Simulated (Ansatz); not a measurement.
# Si (Fmmm) in Ansatz: further runs

Aim: see how the results for Si move with the level of theory and the settings. Levels: LDA, r2SCAN. Tasks: band structure, single point, equation of state.

Everything below comes from runs of Ansatz 0.2.0. Logs are shortened: lines on timing, memory, paths and dates and some standing lists are left out, and cuts for length are marked.

### 1 The crystal as given

Symmetry: Fmmm, No. 69, orthorhombic system. The conventional cell has a = 4.845 Å, b = 5.320 Å, c = 9.286 Å, α = 90.00°, β = 90.00°, γ = 90.00°. Si (site symmetry mm2) has 6 Si at 2.48 to 2.72 Å as nearest neighbours. Si (site symmetry m2m) has 5 Si at 2.42 to 2.51 Å as nearest neighbours.

This isn't the form of Si at room conditions, which is diamond.

### 2 Band structure, LDA

input.yaml reads:

```yaml
crystal:
  lattice:
    - [0.0, 2.65989848, 4.6432435421]
    - [2.4222677723, 0.0, 4.6432435421]
    - [2.4222677723, 2.65989848, 0.0]
  atoms:
    - { symbol: Si, position: [0.2202307, 0.2202307, 0.7797693] }
    - { symbol: Si, position: [0.7797693, 0.7797693, 0.2202307] }
    - { symbol: Si, position: [0.27260572, 0.72739428, 0.27260572] }
    - { symbol: Si, position: [0.72739428, 0.27260572, 0.72739428] }
hamiltonian:
  xc: lda
  pseudopotentials: { kind: paw }
kpoints:
  mp_grid: { grid: [8, 8, 8] }
  band_path:
    path:
      - [[0.0, 0.0, 0.0], [0.5, 0.0, 0.5], [0.5, 0.1107102089, 0.6107102089], [0.0305829766, 0.5, 0.5305829766], [0.0, 0.5, 0.5], [0.0, 0.0, 0.0], [0.5, 0.5, 0.0], [0.9694170234, 0.5, 0.4694170234], [0.906805012, 0.406805012, 0.5], [0.5, 0.1107102089, 0.6107102089]]
      - [[0.5, 0.8892897911, 0.3892897911], [0.5, 0.5, 0.0]]
      - [[0.0, 0.5, 0.5], [0.093194988, 0.593194988, 0.5]]
      - [[0.906805012, 0.406805012, 0.5], [0.5, 0.0, 0.5]]
      - [[0.5, 0.5, 0.5], [0.0, 0.0, 0.0]]
    npoints: 14
scf:
  occupations: { method: fermi_dirac, width: 0.05 }
  n_extra_bands: 10
output:
  forces: true
  stress: true
  eigenvalues: true
  fatbands: true
  write_density: true
  write_potential: true
  elf: true
  volumetric_format: npy
```

Potentials or basis: Ansatz PAW.

On the command line:

```sh
ansatz run input.yaml --threads 2 --pin off --max-ram 5632MiB --backend cpu --events-out ev --progress --plain --runs-dir out
```

What it wrote:

```text
Warning: RAYON_NUM_THREADS=2 ignored (pool sized by the plan → 2); use --threads N
scf.n_extra_bands = 10 over 8 filled bands (N_el = 16.0): the run solves 18 bands
Engine: ansatz 0.2.0, x86_64-unknown-linux-gnu
Pseudopotentials: kind: paw
Pseudopotential: Si, paw, valence charge 4, recommended cutoff 420 eV (normal), Si.paw.azcp
Functional definition: SPW92
  exchange = slater_x
  correlation = pw_c
Crystal: 4 atoms, lattice volume = 59.833 Å³
Basis set: ecut = 420 eV, 1147 PW (Γ)
Bands: 18, of which v1, the nominal top of the filled ones, is band 8 counted from 1 (7 counted from 0)
Symmetry: 8 space group operations
Space group: Fmmm (ITA 69), of the structure as read, at distance tolerance 3.9e-5 Å
k-points: 95 of 512
Non-local potential: Si, projectors of the file, l = 0: 2, l = 1: 2, l = 2: 2
PAW form: soft (Blöchl's): semilocal exchange-correlation on the pseudo side does not see the compensation charge
PAW frozen core: Si, regenerated for the run's functional, and the local potential with it (the file was generated under x = pbe(κ = 0.804, μ = 0.2195149727645171), c = pbe(β = 0.06672455060314922))
PAW one-centre angular grid: Si, 110 points (default); XC on 64 Gauss nodes
Initial density: superposition of atomic densities (neutral atoms: chi_scale 0, normalization atom), corrected by the library's trained network
Initial wavefunctions: pseudopotential atomic-orbital guess
Functional: x = slater, c = lda
SCF iter   1: F=—  HF=-2433.723146 eV  |F-HF|=—  |Δ(HF+E_count)|=         —  Δρ=4.94e-3  dr2=1.27e-2  ethr=1.77e-3  ⟨swp⟩=5.4  Hψ=10061  notcnv=0  defer=65
preconditioner: auto → Kerker (q_TF=auto, 2.190 Å⁻¹)  [metal: Δε(μ)=0.038 eV  Ē_g=10.969 eV  σ=0.050 eV  W_gap=0.19  n_scr=10 (ndim 8)  ℏωp=19.2 eV  f_vac=0.000  D(μ)=1.55/eV (n_scr^D=10)]
SCF iter   2: F=—  HF=-2433.719631 eV  |F-HF|=—  |Δ(HF+E_count)|=   3.51e-3  Δρ=2.92e-3  dr2=4.59e-3  ethr=7.92e-5  ⟨swp⟩=1.0  Hψ=2471  notcnv=0  defer=224
SCF iter   3: F=—  HF=-2433.717605 eV  |F-HF|=—  |Δ(HF+E_count)|=   2.03e-3  Δρ=2.10e-4  dr2=2.67e-5  ethr=2.87e-5  ⟨swp⟩=2.0  Hψ=2196  notcnv=0  defer=224
SCF iter   4: F=—  HF=-2433.717586 eV  |F-HF|=—  |Δ(HF+E_count)|=   1.88e-5  Δρ=3.55e-5  dr2=4.76e-7  ethr=1.67e-7  ⟨swp⟩=2.6  Hψ=2269  notcnv=0  defer=224
iter 5 did not close the SCF: its close was put off for the readings that it lacked (scf_convergence_deferred on its scf_iter line)
SCF iter   5: F=-2433.717586 eV  HF=-2433.717586 eV  |F-HF|=1.63e-9  |Δ(HF+E_count)|=   1.05e-8  Δρ=5.75e-6  dr2=1.62e-8  ethr=2.97e-9  ⟨swp⟩=1.7  Hψ=1812  notcnv=0  defer=224
SCF iter   6: F=-2433.717586 eV  HF=-2433.717586 eV  |F-HF|=5.78e-11  |Δ(HF+E_count)|=  1.56e-10  Δρ=7.23e-7  dr2=2.77e-10  ethr=1.02e-10  ⟨swp⟩=10.2  Hψ=11049  notcnv=0
SCF 1 converged in 6 iterations: F = -2433.717586 eV  dr2 = 2.77e-10
NSCF: frozen V_eff on 187 k-points
SCF converged after 6 iterations
Free energy (F): -2433.717586 eV
Harris-Foulkes:  -2433.717586 eV  (|F-HF|=5.78e-11)
Internal energy: -2433.704811 eV  (E = F + TS)
E sigma→0 (E₀):  -2433.711198 eV
Entropy (-TS):   -0.012775 eV (-3.194 meV/atom)
Fermi energy:    9.693567 eV
--- Per-component energies (eV) ---
  E_band       = 67.840109
  E_kinetic    = 166.235364
  E_local      = -11.896257  (includes V_loc(G=0)·N_el)
  E_nonlocal   = 106.760862
  E_hartree    = 5.077948
  E_xc         = -222.816716
  E_vxc        = -193.120903  (∫ρ·V_xc dr)
  E_paw        = -1943.236845  (= ΣΔE_a)
  E_vpaw       = -10.294838  (= ΣTr[D̂ρ^β])
  E_aug_tail   = 0.000025  (compensation charges beyond the density's cutoff)
  E_ewald      = -534.166515
  E_core_change = 0.337323  (= ΣΔE_core)
  E_smearing   = -0.012775  (= −TS)
  E_closure    = 0.000000  (closes the sum)
  Σ components = -2433.717586   (vs F -2433.717586, Δ=0.00e0)
--- Forces (eV/Å), atoms counted from 1 ---
  atom   1  Si     0.00000000    -0.00000000     0.07766865
  atom   2  Si    -0.00000000     0.00000000    -0.07766865
  atom   3  Si    -0.00000000    -0.01822428    -0.00000000
  atom   4  Si     0.00000000     0.01822428     0.00000000
  max |Σ_I F_I| component: 3.47e-18 eV/Å
--- Stress (GPa, compression-positive) ---
       -0.304904       0.000000       0.000000
        0.000000      -0.217593       0.000000
        0.000000       0.000000      -1.483361
  P = ⅓ Tr σ = -0.6686 GPa (-6.686 kbar)
--- Band table (eV; the first three rows and the last of 95) ---
  k-point 0: bands = ["-4.1478", "1.9385", "2.9098", "7.0037", "7.4494", "7.4610", "7.7891", "7.8194", "8.2971", "10.9732", "11.5564", "14.6933", "15.9038", "17.4304", "18.0875", "18.2253", "18.7794", "19.2223"]
  k-point 1: bands = ["-3.9475", "1.6807", "3.5199", "5.2471", "6.0899", "7.2753", "7.7261", "9.0585", "9.5569", "11.9760", "12.7269", "13.2567", "15.5409", "16.7717", "17.5448", "18.2084", "18.5250", "18.6519"]
  k-point 2: bands = ["-3.3484", "1.5149", "2.8405", "4.4420", "4.9456", "7.4627", "8.1706", "9.9366", "10.6621", "11.5645", "13.4304", "13.9440", "14.7635", "15.5946", "16.4071", "17.6974", "18.0053", "18.5864"]
  k-point 94: bands = ["-2.6749", "-2.2891", "5.8686", "6.0488", "7.0522", "7.2753", "9.7154", "10.6915", "11.5561", "12.5097", "12.5280", "12.9019", "13.5819", "14.1600", "15.7756", "16.0084", "16.1575", "16.3711"]
```

Run time: 3.1 s. Hardware: 2 threads of Intel Xeon 6975P-C (Granite Rapids), shared host; peak memory 0.43 GiB.

What came out:

| Quantity | Value |
| --- | --- |
| Free energy | -2433.7176 eV |
| Pressure | -0.7 GPa |
| Largest force | 0.078 eV/Å |
| Band gap on the k mesh | none (metal or under the smearing width) |

Forces on the atoms (eV/Å):
```
Si   0.000  0.000  0.078
Si   0.000  0.000 -0.078
Si   0.000 -0.018  0.000
Si   0.000  0.018  0.000
```

Levels at the corners of the path, in eV from the Fermi level:
```tsv
point	band 6	band 7	band 8	band 9	band 10	band 11	band 12	band 13
Γ	-2.23	-1.90	-1.87	-1.40	1.28	1.86	5.00	6.21
Y	-5.15	-2.97	-2.54	-2.00	-1.71	5.12	6.14	7.45
C	-3.10	-2.69	-2.28	-1.74	-1.39	3.93	4.70	8.58
D	-6.14	-2.43	-2.03	-1.78	1.37	4.36	4.95	5.98
X	-6.41	-2.44	-2.04	-1.80	1.35	4.56	5.18	5.75
Γ	-2.23	-1.90	-1.87	-1.40	1.28	1.86	5.00	6.21
Z	-2.42	0.02	1.00	1.86	2.82	2.83	3.21	3.89
D1	-6.14	-2.43	-2.03	-1.78	1.37	4.36	4.95	5.98
H	-6.14	-3.25	-2.36	-0.91	1.76	3.56	3.90	7.00
C	-3.10	-2.69	-2.28	-1.74	-1.39	3.93	4.70	8.58
C1	-3.10	-2.69	-2.28	-1.74	-1.39	3.93	4.70	8.58
Z	-2.42	0.02	1.00	1.86	2.82	2.83	3.21	3.89
X	-6.41	-2.44	-2.04	-1.80	1.35	4.56	5.18	5.75
H1	-6.14	-3.25	-2.36	-0.91	1.76	3.56	3.90	7.00
H	-6.14	-3.25	-2.36	-0.91	1.76	3.56	3.90	7.00
Y	-5.15	-2.97	-2.54	-2.00	-1.71	5.12	6.14	7.45
L	-1.41	-1.24	0.25	0.43	0.58	3.06	3.10	4.43
Γ	-2.23	-1.90	-1.87	-1.40	1.28	1.86	5.00	6.21
```

Caveat: the PAW data sets come from PBE, with cores solved anew for the run's functional, which leaves a small shift of forces and pressure.

### 3 Single point, LDA, 14.06 Å³/atom (volume scaled by 0.94)

input.yaml reads:

```yaml
crystal:
  lattice:
    - [0.0, 2.6055996016, 4.5484568732]
    - [2.3728198613, 0.0, 4.5484568732]
    - [2.3728198613, 2.6055996016, 0.0]
  atoms:
    - { symbol: Si, position: [0.2202307, 0.2202307, 0.7797693] }
    - { symbol: Si, position: [0.7797693, 0.7797693, 0.2202307] }
    - { symbol: Si, position: [0.27260572, 0.72739428, 0.27260572] }
    - { symbol: Si, position: [0.72739428, 0.27260572, 0.72739428] }
hamiltonian:
  xc: lda
  pseudopotentials: { kind: paw }
kpoints:
  mp_grid: { grid: [8, 8, 8] }
scf:
  occupations: { method: fermi_dirac, width: 0.05 }
output:
  forces: true
  stress: true
  eigenvalues: true
```

Potentials or basis: Ansatz PAW.

On the command line:

```sh
ansatz run input.yaml --threads 2 --pin off --max-ram 5632MiB --backend cpu --events-out ev --progress --plain --runs-dir out
```

Run time: 1 s. Hardware: 2 threads of Intel Xeon 6975P-C (Granite Rapids), shared host; peak memory 0.38 GiB.

Results (log left out):

```yaml
Free_energy: -2433.6480 eV
Pressure: 7.3 GPa
Largest_force: 0.218 eV/Å
Band_gap_on_the_k_mesh: none (metal or under the smearing width)
```

Caveat: the PAW data sets come from PBE, with cores solved anew for the run's functional, which leaves a small shift of forces and pressure.

### 4 Single point, LDA, 14.36 Å³/atom (volume scaled by 0.96)

input.yaml, as its differences from that of step 3:

```diff
@@ -2,5 +2,5 @@
   lattice:
-    - [0.0, 2.6055996016, 4.5484568732]
-    - [2.3728198613, 0.0, 4.5484568732]
-    - [2.3728198613, 2.6055996016, 0.0]
+    - [0.0, 2.6239494991, 4.580489315]
+    - [2.3895304109, 0.0, 4.580489315]
+    - [2.3895304109, 2.6239494991, 0.0]
   atoms:
```

On the command line:

```sh
ansatz run input.yaml --threads 2 --pin off --max-ram 5632MiB --backend cpu --events-out ev --progress --plain --runs-dir out
```

Run time: 1 s. Hardware: 2 threads of Intel Xeon 6975P-C (Granite Rapids), shared host; peak memory 0.39 GiB.

Results (log left out):

| Item | Value |
| --- | --- |
| Free energy | -2433.6914 eV |
| Pressure | 4.4 GPa |
| Largest force | 0.166 eV/Å |
| Band gap on the k mesh | none (metal or under the smearing width) |

Caveat: the PAW data sets come from PBE, with cores solved anew for the run's functional, which leaves a small shift of forces and pressure.

### 5 Single point, LDA, 14.66 Å³/atom (volume scaled by 0.98)

input.yaml, as its differences from that of step 4:

```diff
@@ -2,5 +2,5 @@
   lattice:
-    - [0.0, 2.6239494991, 4.580489315]
-    - [2.3895304109, 0.0, 4.580489315]
-    - [2.3895304109, 2.6239494991, 0.0]
+    - [0.0, 2.6420462745, 4.6120798948]
+    - [2.4060104518, 0.0, 4.6120798948]
+    - [2.4060104518, 2.6420462745, 0.0]
   atoms:
@@ -21 +21,5 @@
   eigenvalues: true
+  write_density: true
+  write_potential: true
+  elf: true
+  volumetric_format: npy
```

On the command line:

```sh
ansatz run input.yaml --threads 2 --pin off --max-ram 5632MiB --backend cpu --events-out ev --progress --plain --runs-dir out
```

It took 1.5 s on 2 threads of Intel Xeon 6975P-C (Granite Rapids), shared host; peak memory 0.39 GiB.

Results (log left out):

| Quantity | Value |
| --- | --- |
| Free energy | -2433.7139 eV |
| Pressure | 1.7 GPa |
| Largest force | 0.119 eV/Å |
| Band gap on the k mesh | none (metal or under the smearing width) |

Caveat: the PAW data sets come from PBE, with cores solved anew for the run's functional, which leaves a small shift of forces and pressure.

### 6 Single point, LDA, 14.96 Å³/atom

input.yaml, as its differences from that of step 5:

```diff
@@ -2,5 +2,5 @@
   lattice:
-    - [0.0, 2.6420462745, 4.6120798948]
-    - [2.4060104518, 0.0, 4.6120798948]
-    - [2.4060104518, 2.6420462745, 0.0]
+    - [0.0, 2.65989848, 4.6432435421]
+    - [2.4222677723, 0.0, 4.6432435421]
+    - [2.4222677723, 2.65989848, 0.0]
   atoms:
```

Potentials or basis: Ansatz PAW.

On the command line:

```sh
ansatz run input.yaml --threads 2 --pin off --max-ram 5632MiB --backend cpu --events-out ev --progress --plain --runs-dir out
```

It took 1.3 s on 2 threads of Intel Xeon 6975P-C (Granite Rapids), shared host; peak memory 0.39 GiB.

It converged, with:

- Free energy: -2433.7176 eV
- Pressure: -0.7 GPa
- Largest force: 0.078 eV/Å
- Band gap on the k mesh: none (metal or under the smearing width)

Caveat: the PAW data sets come from PBE, with cores solved anew for the run's functional, which leaves a small shift of forces and pressure.

### 7 Single point, LDA, 15.26 Å³/atom (volume scaled by 1.02)

input.yaml, as its differences from that of step 6:

```diff
@@ -2,5 +2,5 @@
   lattice:
-    - [0.0, 2.65989848, 4.6432435421]
-    - [2.4222677723, 0.0, 4.6432435421]
-    - [2.4222677723, 2.65989848, 0.0]
+    - [0.0, 2.6775142151, 4.6739943955]
+    - [2.4383097482, 0.0, 4.6739943955]
+    - [2.4383097482, 2.6775142151, 0.0]
   atoms:
@@ -21,5 +21 @@
   eigenvalues: true
-  write_density: true
-  write_potential: true
-  elf: true
-  volumetric_format: npy
```

On the command line:

```sh
ansatz run input.yaml --threads 2 --pin off --max-ram 5632MiB --backend cpu --events-out ev --progress --plain --runs-dir out
```

It took 1 s on 2 threads of Intel Xeon 6975P-C (Granite Rapids), shared host; peak memory 0.4 GiB.

It converged, with:

```yaml
Free_energy: -2433.7045 eV
Pressure: -2.8 GPa
Largest_force: 0.040 eV/Å
Band_gap_on_the_k_mesh: none (metal or under the smearing width)
```

Caveat: the PAW data sets come from PBE, with cores solved anew for the run's functional, which leaves a small shift of forces and pressure.

### 8 Single point, LDA, 15.56 Å³/atom (volume scaled by 1.04)

input.yaml, as its differences from that of step 7:

```diff
@@ -2,5 +2,5 @@
   lattice:
-    - [0.0, 2.6775142151, 4.6739943955]
-    - [2.4383097482, 0.0, 4.6739943955]
-    - [2.4383097482, 2.6775142151, 0.0]
+    - [0.0, 2.6949011582, 4.7043458589]
+    - [2.4541433721, 0.0, 4.7043458589]
+    - [2.4541433721, 2.6949011582, 0.0]
   atoms:
@@ -21 +21,5 @@
   eigenvalues: true
+  write_density: true
+  write_potential: true
+  elf: true
+  volumetric_format: npy
```

On the command line:

```sh
ansatz run input.yaml --threads 2 --pin off --max-ram 5632MiB --backend cpu --events-out ev --progress --plain --runs-dir out
```

Wall time 1.4 s (2 threads of Intel Xeon 6975P-C (Granite Rapids), shared host); peak memory 0.4 GiB.

The run converged. Its results:

```
Free energy            : -2433.6764 eV
Pressure               : -4.7 GPa
Largest force          : 0.010 eV/Å
Band gap on the k mesh : none (metal or under the smearing width)
```

Caveat: the PAW data sets come from PBE, with cores solved anew for the run's functional, which leaves a small shift of forces and pressure.

### 9 Single point, LDA, 15.86 Å³/atom (volume scaled by 1.06)

input.yaml, as its differences from that of step 8:

```diff
@@ -2,5 +2,5 @@
   lattice:
-    - [0.0, 2.6949011582, 4.7043458589]
-    - [2.4541433721, 0.0, 4.7043458589]
-    - [2.4541433721, 2.6949011582, 0.0]
+    - [0.0, 2.7120665965, 4.7343106532]
+    - [2.46977528, 0.0, 4.7343106532]
+    - [2.46977528, 2.7120665965, 0.0]
   atoms:
@@ -21,5 +21 @@
   eigenvalues: true
-  write_density: true
-  write_potential: true
-  elf: true
-  volumetric_format: npy
```

Potentials or basis: Ansatz PAW.

On the command line:

```sh
ansatz run input.yaml --threads 2 --pin off --max-ram 5632MiB --backend cpu --events-out ev --progress --plain --runs-dir out
```

Run time: 1 s. Hardware: 2 threads of Intel Xeon 6975P-C (Granite Rapids), shared host; peak memory 0.39 GiB.

The run converged. Its results:

| Property | Result |
| --- | --- |
| Free energy | -2433.6347 eV |
| Pressure | -6.4 GPa |
| Largest force | 0.026 eV/Å |
| Band gap on the k mesh | none (metal or under the smearing width) |

Caveat: the PAW data sets come from PBE, with cores solved anew for the run's functional, which leaves a small shift of forces and pressure.

### 10 Equation of state, LDA

No new run: the results of the series are fitted here.

Results:

| Quantity | Value |
| --- | --- |
| Equilibrium volume | 14.87 Å³/atom |
| Bulk modulus at fixed shape and positions | 115 GPa |
| Pressure derivative of the bulk modulus | 4.5 |

Energy against volume, from the lowest point:
```csv
volume (Å³/atom),energy (meV/atom)
14.061,17.41
14.360,6.55
14.659,0.93
14.958,0.00
15.257,3.27
15.557,10.30
15.856,20.71
```

Caveat: the cell was scaled at fixed shape and fractional positions, which overstates the stiffness of a crystal with free parameters, most of all of layers and chains.

(Continued in part 2 of 2.)
